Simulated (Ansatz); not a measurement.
The system is AlRu.

```
Ru Al
1.0
     2.99160    0.00000    0.00000
     0.00000    2.99160    0.00000
     0.00000    0.00000    2.99160
Ru Al
1 1
Direct
  0.50000 0.50000 0.50000
  0.00000 0.00000 0.00000
```

```yaml
Program: Ansatz 0.2.0
Task: relaxation of cell and atoms
Functional: LDA
Potentials_or_basis: Ansatz PAW
Cutoff: "420 eV (not typed: the program's choice for these potentials)"
k_mesh: 9 × 9 × 9
Occupations: fermi-dirac, width 0.05 eV
Spin: no spin polarisation
```

At the start: volume 13.39 Å³/atom.

Q: Where does the relaxation end?

A: It ends after 5 steps and the volume is 12.88 Å³/atom (-3.8 %); space group Pm-3m (No. 221, to 0.05 Å).

The path:
```csv
step,energy change (eV),largest force (eV/Å),volume (Å³)
1,0.0000,0.0000,26.77
2,-0.0248,0.0000,25.50
3,-0.0268,0.0000,25.79
4,-0.0269,0.0000,25.77
5,-0.0266,0.0000,25.77
```

Final structure:
```
Ru Al
1.0
     2.95369    0.00000    0.00000
     0.00000    2.95369    0.00000
     0.00000    0.00000    2.95369
Ru Al
1 1
Direct
  0.50000 0.50000 0.50000
  0.00000 0.00000 0.00000
```

Caveat: the plane-wave basis is chosen anew once the cell has moved, so the energies of steps on either side of that aren't comparable; the PAW data sets come from PBE, with cores solved anew for the run's functional, which leaves a small shift of forces and pressure.
